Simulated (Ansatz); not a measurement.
**SnTe under compression and expansion**

```yaml
crystal:
  lattice:
    - [0.00000, 3.60674, 3.60674]
    - [3.60674, 0.00000, 3.60674]
    - [3.60674, 3.60674, 0.00000]
  atoms:
    - { symbol: Sn, position: [0.00000, 0.00000, 0.00000] }
    - { symbol: Te, position: [0.25000, 0.25000, 0.25000] }
```

The structure comes from a relaxation in the same program, started in the zincblende type, and has space group F-43m. Whether it is a known phase or the ground state wasn't checked.

No spin–orbit coupling, which matters for the heavy atoms here.

Levels of theory: DFT, PBE, all-electron LAPW, scalar-relativistic (Ansatz 0.2.0); DFT, PBE, PAW with Ansatz's default frozen-core files, scalar-relativistic (Ansatz 0.2.0).

For LAPW: a Γ-centred 9×9×9 k mesh, Fermi–Dirac smearing of 0.05 eV, basis error target 1 meV/atom, no spin polarisation. PAW takes a cutoff of 420 eV at this cell. The Ansatz runs share mesh, smearing and spin set-up. Plane-wave (PAW) pressures include the program's estimate of the Pulay term.

The cell above is scaled evenly, with fractional coordinates and shape held.

**Question.** Estimate the equilibrium volume and bulk modulus that LAPW (all electrons) gives for this fixed shape.

**Answer.** V0 = 46.98 Å³/atom, B0 = 24 GPa, B0′ = 3.5, from a third-order Birch–Murnaghan fit to these pressures:
```csv
V/V(cell),V (Å³/atom),"P, LAPW (GPa)","P, PAW (GPa)"
0.9405,44.127,1.69,1.69
0.9800,45.980,0.54,0.54
1.0000,46.919,0.03,0.03
1.0200,47.857,-0.43,-0.44
1.0600,49.734,-1.24,-1.25
```

PAW's V0 lies -0.02 % from the all-electron value and its B0 0.0 %. Symmetry fixes shape and coordinates here, so this is the relaxed modulus.
